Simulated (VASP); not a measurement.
# InP (hsedb) (F-43m) in VASP: single point with HSE06

Aim: the single point of InP (hsedb) with HSE06.

Everything below comes from runs of VASP 6.6.1. Logs are shortened: lines on timing, memory, paths and dates and some standing lists are left out, and cuts for length are marked.

**Experimental background.**

From a printed reference work, data compilation, for a bulk crystal of InP at 1.6 K: band gap 1.4236 eV (direct).

The results are compared with them further down.

### Step 1. The cell of the first run

The structure is cubic, space group F-43m (No. 216). Conventional cell: a = 5.861 Å, b = 5.861 Å, c = 5.861 Å, α = 90.00°, β = 90.00°, γ = 90.00°. Within 3.3 Å of In (site symmetry -43m) lie 4 P at 2.54 Å. P (site symmetry -43m) has 4 In at 2.54 Å within 3.3 Å.

### Step 2. Single point, HSE06

Contents of POSCAR:

```
InP
1.0
    0.0000000000      2.9305000000      2.9305000000
    2.9305000000      0.0000000000      2.9305000000
    2.9305000000      2.9305000000      0.0000000000
In P
1 1
Direct
    0.0000000000      0.0000000000      0.0000000000
    0.2500000000      0.2500000000      0.2500000000
```

Contents of INCAR.step1:

```
SYSTEM = InP
PREC = Accurate ; ENCUT = 520
EDIFF = 1E-5 ; ISMEAR = 0
SIGMA = 0.01 ; LREAL = .FALSE.
LASPH = .TRUE. ; NELM = 100
ALGO = Normal ; ISIF = 2
LWAVE = .TRUE. ; LCHARG = .FALSE.
GGA = PE ; NBANDS = 16
```

Contents of INCAR.step2:

```
SYSTEM = InP
PREC = Accurate ; ENCUT = 520
EDIFF = 1E-6 ; ISMEAR = 0
SIGMA = 0.01 ; LREAL = .FALSE.
LASPH = .TRUE. ; NELM = 100
ALGO = Normal ; ISIF = 2
LWAVE = .FALSE. ; LCHARG = .FALSE.
GGA = PE ; LHFCALC = .TRUE.
HFSCREEN = 0.2079 ; PRECFOCK = Normal
ISTART = 1 ; NBANDS = 16
```

Contents of KPOINTS:

```
Automatic mesh
0
G
  6 6 6
  0 0 0
```

Potentials or basis: VASP PAW PBE potentials, release 64 (In_d, P).

Started as:

```bash
$ cat potpaw_PBE.64/In_d/POTCAR potpaw_PBE.64/P/POTCAR > POTCAR
$ cp INCAR.step1 INCAR
$ mpirun -np 1 vasp_std > vasp.out
$ cp INCAR.step2 INCAR
$ mpirun -np 1 vasp_std > vasp.out
```

OUTCAR:

```text
SYSTEM = InP
   PREC = Accurate
   ENCUT = 520
   EDIFF = 1E-6
   ISMEAR = 0
   LREAL = .FALSE.
   LASPH = .TRUE.
   NELM = 100
   ISIF = 2
   GGA = PE
   LHFCALC = .TRUE.
   HFSCREEN = 0.2079
   PRECFOCK = Normal
   ISTART = 1

 ion  position               nearest neighbor table
   1  0.000  0.000  0.000-   2 2.54   2 2.54   2 2.54   2 2.54
   2  0.250  0.250  0.250-   1 2.54   1 2.54   1 2.54   1 2.54

  LATTYP: Found a face centered cubic cell.
 ALAT       =     5.8610000000

  Lattice vectors:

 A1 = (   0.0000000000,   2.9305000000,   2.9305000000)
 A2 = (   2.9305000000,   0.0000000000,   2.9305000000)
 A3 = (   2.9305000000,   2.9305000000,   0.0000000000)

Analysis of symmetry for initial positions (statically):
=====================================================================
 Subroutine PRICEL returns:
 Original cell was already a primitive cell.

 Routine SETGRP: Setting up the symmetry group for a
 face centered cubic supercell.

 Subroutine GETGRP returns: Found 24 space group operations
 (whereof 24 operations were pure point group operations)
 out of a pool of 48 trial point group operations.

The static configuration has the point symmetry T_d .

Analysis of symmetry for dynamics (positions and initial velocities):
=====================================================================
 Subroutine PRICEL returns:
 Original cell was already a primitive cell.

 Routine SETGRP: Setting up the symmetry group for a
 face centered cubic supercell.

 Subroutine GETGRP returns: Found 24 space group operations
 (whereof 24 operations were pure point group operations)
 out of a pool of 48 trial point group operations.

The dynamic configuration has the point symmetry T_d .

 Subroutine INISYM returns: Found 24 space group operations
 (whereof 24 operations are pure point group operations),
 and found     1 'primitive' translations

----------------------------------------------------------------------------------------

                                     Primitive cell

  volume of cell :      50.3333

  direct lattice vectors                    reciprocal lattice vectors
     0.000000000  2.930500000  2.930500000    -0.170619348  0.170619348  0.170619348
     2.930500000  0.000000000  2.930500000     0.170619348 -0.170619348  0.170619348
     2.930500000  2.930500000  0.000000000     0.170619348  0.170619348 -0.170619348

  length of vectors
     4.144352845  4.144352845  4.144352845     0.295521380  0.295521380  0.295521380
[... 79 lines left out ...]
   ISYM   =      3    0-nonsym 1-usesym 2-fastsym
   POTIM  = 0.5000    time-step for ionic-motion
   TEBEG  =    0.0;   TEEND  =   0.0 temperature during run
   PSTRESS=    0.0 pullay stress
   NELECT =      18.0000    total number of electrons
   NUPDOWN=      -1.0000    fix difference up-down
   EMIN   =  10.00;   EMAX   =-10.00  energy-range for DOS
   EFERMI =   0.00;   METHOD = LEGACY
   ISMEAR =     0;   SIGMA  =   0.01  broadening in eV -4-tet -1-fermi 0-gaus
   EFERMI_NEDOS =   21; number of points for ismear=-14 and -15
   IALGO  =     38    algorithm
   IMIX   =      1    mixing-type and parameters
     AMIX     =   0.40;   BMIX     =  1.00
     AMIX_MAG =   1.60;   BMIX_MAG =  1.00
  volume/ion in A,a.u.               =      25.17       169.83
  Fermi-wavevector in a.u.,A,eV,Ry     =   1.162021  2.195901 18.371846  1.350293
  Thomas-Fermi vector in A             =   2.298587
   LORBIT       =      0    0 simple, 1 ext, 2 COOP (PROOUT), +10 PAW based schemes
   GGA     = PE    functional components
   LHFCALC =     T    Hartree Fock is set to
   PRECFOCK=normal    Normal, Fast or Accurate (Low or Medium for compatibility)
   ENCUT4O =  -1.0   cutoff for four orbital integrals eV
   NKREDX  =     1    reduce k-point grid by
   NKREDY  =     1    reduce k-point grid by
   NKREDZ  =     1    reduce k-point grid by
   AEXX    =    0.2500 exact exchange contribution
   HFSCREEN=    0.2079 screening length (either q_TF or 0.3 A-1)
   HFSCREENC=   0.2079 screening length for correlation (either q_TF or 0.3 A-1)
   ENCUTFOCK=  -1.0 apply spherical cutoff to Coloumb kernel
   IVDW    =     0    specifies the selected vdW correction
   LEPSILON=     F    determine dielectric tensor
   LRPA    =     F    only Hartree local field effects (RPA)
 non-spin polarized calculation
 Gauss-broadening in eV      SIGMA  =   0.01
  energy-cutoff  :      520.00
  volume of cell :       50.33
 maximum number of plane-waves:      1380
  NGX = 24; NGY = 24; NGZ = 24

 number of electron      18.0000005 magnetization

 Free energy of the ion-electron system (eV)
  ---------------------------------------------------
  ext. energy  EPLUGINS =         0.00000000
  ---------------------------------------------------
  free energy    TOTEN  =        -9.98126402 eV

  energy without entropy =       -9.98126402  energy(sigma->0) =       -9.98126402

 E-fermi :   4.9066     XC(G=0):  -7.7301

 val. band max:        4.7678093988   @ k =   0.0000   0.0000   0.0000
 cond. band min:       6.2671084311   @ k =   0.0000   0.0000   0.0000
 fundamental gap:      1.4992990323
 Fermi energy:         4.9065908974

 k-point     1 :       0.0000    0.0000    0.0000
  band No.  band energies     occupation
      1     -11.1142      2.00000
      2     -11.1141      2.00000
      3     -11.1141      2.00000
      4     -10.9523      2.00000
      5     -10.9523      2.00000
      6      -7.9740      2.00000
[... 281 lines left out ...]
      3     -11.0151      2.00000
      4     -10.9816      2.00000
      5     -10.9315      2.00000
      6      -5.3268      2.00000
[... 8 lines left out ...]
     15      17.3013      0.00000
     16      18.0050      0.00000

------------------------ aborting loop because EDIFF is reached ----------------------------------------

  FORCE on cell =-STRESS in cart. coord.  units (eV):
  Direction    XX          YY          ZZ          XY          YZ          ZX
  --------------------------------------------------------------------------------------
  -------------------------------------------------------------------------------------
  Total        0.4205166      0.4205166      0.4205166     -0.0000000      0.0000000     -0.0000000
  in kB       13.3856218     13.3856218     13.3856218     -0.0000000      0.0000000     -0.0000000
  external PRESSURE =      13.3856218 kB  Pullay stress =       0.0000000 kB

 VOLUME and BASIS-vectors are now :
 -----------------------------------------------------------------------------
  energy-cutoff  :      520.00
  volume of cell :       50.33
      direct lattice vectors                 reciprocal lattice vectors
     0.000000000  2.930500000  2.930500000    -0.170619348  0.170619348  0.170619348
     2.930500000  0.000000000  2.930500000     0.170619348 -0.170619348  0.170619348
     2.930500000  2.930500000  0.000000000     0.170619348  0.170619348 -0.170619348

 POSITION                                       TOTAL-FORCE (eV/Angst)
 -----------------------------------------------------------------------------------
      0.00000      0.00000      0.00000         0.000000      0.000000     -0.000000
      1.46525      1.46525      1.46525        -0.000000     -0.000000      0.000000
 -----------------------------------------------------------------------------------
    total drift:                                0.000062      0.000061      0.000039

  FREE ENERGIE OF THE ION-ELECTRON SYSTEM (eV)
  ---------------------------------------------------
  free  energy   TOTEN  =        -9.9812640219 eV

  energy  without entropy=       -9.9812640219  energy(sigma->0) =       -9.98126402
```

OUTCAR.step1:

```text
SYSTEM = InP
   PREC = Accurate
   ENCUT = 520
   EDIFF = 1E-5
   ISMEAR = 0
   LREAL = .FALSE.
   LASPH = .TRUE.
[... 514 lines left out ...]
      0.00000      0.00000      0.00000         0.000000      0.000000     -0.000000
      1.46525      1.46525      1.46525        -0.000000     -0.000000      0.000000
 -----------------------------------------------------------------------------------
    total drift:                               -0.000000     -0.000000     -0.000000

  FREE ENERGIE OF THE ION-ELECTRON SYSTEM (eV)
  ---------------------------------------------------
  free  energy   TOTEN  =        -8.3700900990 eV

  energy  without entropy=       -8.3700900990  energy(sigma->0) =       -8.37009010
```

Wall time 17 min (1 thread of Intel Xeon 6975P-C (Granite Rapids), shared host); peak memory 0.3 GiB.

Results:

- Free energy: -9.9813 eV
- Pressure: 1.3 GPa
- Band gap on the k mesh: 1.50 eV, direct

Levels at points of the mesh, in eV from the valence-band top:
```csv
k point,band 7,band 8,band 9,band 10,band 11,band 12
"(0.00, 0.00, 0.00)",0.00,0.00,0.00,1.50,4.92,4.92
"(0.50, 0.00, 0.00)",-6.25,-1.06,-1.06,2.26,5.65,5.65
"(0.50, 0.50, 0.00)",-6.24,-2.54,-2.54,2.36,2.99,10.42
```

Caveat: the PAW data sets were made with another functional, which shifts forces and pressure a little; spin-orbit coupling is left out, which moves the levels of the heavy elements.

### Step 3. How close it comes

Step 2. Measured gap of InP: 1.4236 eV (direct; 1.6 K; a printed reference work, data compilation). This calculation gives 1.50 eV (+0.08 eV). Spin-orbit coupling on In is left out. The value is that of HSE06, without temperature or zero-point motion.
